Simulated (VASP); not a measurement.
Runs of VASP 6.6.1 on TaN. It takes space group Fm-3m (No. 225, cubic). Conventional cell: a = 4.423 Å, b = 4.423 Å, c = 4.423 Å, α = 90.00°, β = 90.00°, γ = 90.00°. Around Ta (site symmetry m-3m) lie 6 N at 2.21 Å. N (site symmetry m-3m) has 6 Ta at 2.21 Å as nearest neighbours. The cell comes from a database or a generator and needn't be the stable form of this composition.

```tsv
task	level	potentials or basis	cell	k mesh	cutoff (eV)	smearing	ladder	mesh quality	gap on the mesh (eV)	pressure (GPa)	V0 of scaled cells (Å³/atom)	relaxed volume (Å³/atom)	B0 (GPa)
single point	PBE	VASP PAW PBE potentials, release 64 (Ta_sv_GW, N_GW)	as given	4 × 4 × 4	450	gaussian 0.02 eV	-	coarse	none	-	-	-	-
equation of state	PBE	VASP PAW PBE potentials, release 64 (Ta_pv, N)	as given	10 × 10 × 10	520	fermi-dirac 0.05 eV	-	not flagged	-	-	10.80	-	(a)
single point	PBE	VASP PAW PBE potentials, release 64 (Ta_pv, N)	as given	10 × 10 × 10	520	fermi-dirac 0.05 eV	-	not flagged	none	-0.6	-	-	-
relaxation of cell and atoms	r2SCAN	VASP PAW PBE potentials, release 64 (Ta_pv, N)	relaxed	8 × 8 × 8	600	fermi-dirac 0.05 eV	gaps	not flagged	none	0.0	-	10.69	-
single point	PBE	VASP PAW PBE potentials, release 64 (Ta_sv_GW, N_GW)	as given	5 × 5 × 5	500	gaussian 0.02 eV	-	coarse	none	-2.7	-	-	-
single point	PBE	VASP PAW PBE potentials, release 64 (Ta_sv_GW, N_GW)	as given	7 × 7 × 7	450	gaussian 0.02 eV	-	not flagged	none	-	-	-	-
single point	PBE	VASP PAW PBE potentials, release 64 (Ta_sv_GW, N_GW)	as given	5 × 5 × 5	450	gaussian 0.02 eV	-	coarse	none	-	-	-	-
single point	PBEsol	VASP PAW PBE potentials, release 64 (Ta_pv, N)	as given	10 × 10 × 10	520	fermi-dirac 0.05 eV	free	not flagged	none	-9.9	-	-	-
relaxation of cell and atoms	PBE+D3(BJ)	VASP PAW PBE potentials, release 64 (Ta_pv, N)	relaxed	8 × 8 × 8	600	fermi-dirac 0.05 eV	gaps	not flagged	none	0.0	-	10.57	-
equation of state	PBEsol	VASP PAW PBE potentials, release 64 (Ta_pv, N)	as given	10 × 10 × 10	520	fermi-dirac 0.05 eV	free	not flagged	-	-	10.50	-	358
relaxation of cell and atoms	LDA	VASP PAW LDA potentials, release 64 (Ta_pv, N)	relaxed	8 × 8 × 8	600	fermi-dirac 0.05 eV	gaps	not flagged	-	-0.1	-	(b)	-
```

Alike in all rows: no spin polarisation.

Q: Estimate the missing entries.

A: (a) 330; (b) 10.34.

Caveats: some runs use coarse meshes; the cutoff is under 1.25 times the usual one of these potentials, so pressure, stress and relaxed cells hold a basis-set (Pulay) error (some runs); the PAW data sets were made with another functional, which shifts forces and pressure a little (some runs); pairwise dispersion overbinds metals, which lowers pressure and volume (some runs); the bands computed are all filled at some k points, so no gap is given (some runs).

A k mesh can miss the band edges, and the runs leave out spin-orbit coupling on Ta.

A gap of «none» marks a metal or a gap under the smearing width.

Not every run made on this cell is shown here.
